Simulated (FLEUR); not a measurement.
# Li2O: equation of state with PBE

Li2O:

```
O Li
1.0
     0.00000    2.32685    2.32685
     2.32685    0.00000    2.32685
     2.32685    2.32685    0.00000
O Li
1 2
Direct
  0.00000 0.00000 0.00000
  0.25000 0.25000 0.25000
  0.75000 0.75000 0.75000
```

The cell comes from a database or a generator and needn't be the stable form of this composition.

```
Program                  : FLEUR MaX-R8.1 (patched build s14)
Task                     : equation of state
Functional               : PBE
Potentials or basis      : all-electron
Basis                    : FLAPW
Kmax                     : 4.09 1/bohr
k mesh                   : 10 × 10 × 10
Occupations              : fermi-dirac, width 0.05 eV
Spin                     : no spin polarisation
Gmax                     : 12.7 1/bohr
Muffin-tin radii         : O 1.71, Li 1.71 bohr
lmax                     : O 8, Li 8
Local orbitals a species : O 3, Li 3
```

The equilibrium volume is 8.23 Å³/atom, the bulk modulus is 79 GPa and the pressure derivative of the bulk modulus is 3.8 (rough: it moves with the points fitted).

Energy against volume, from the lowest point:
```tsv
volume (Å³/atom)	energy (meV/atom)
7.895	3.50
8.063	0.79
8.231	0.00
8.399	0.64
8.567	3.13
8.735	7.02
8.903	11.93
```
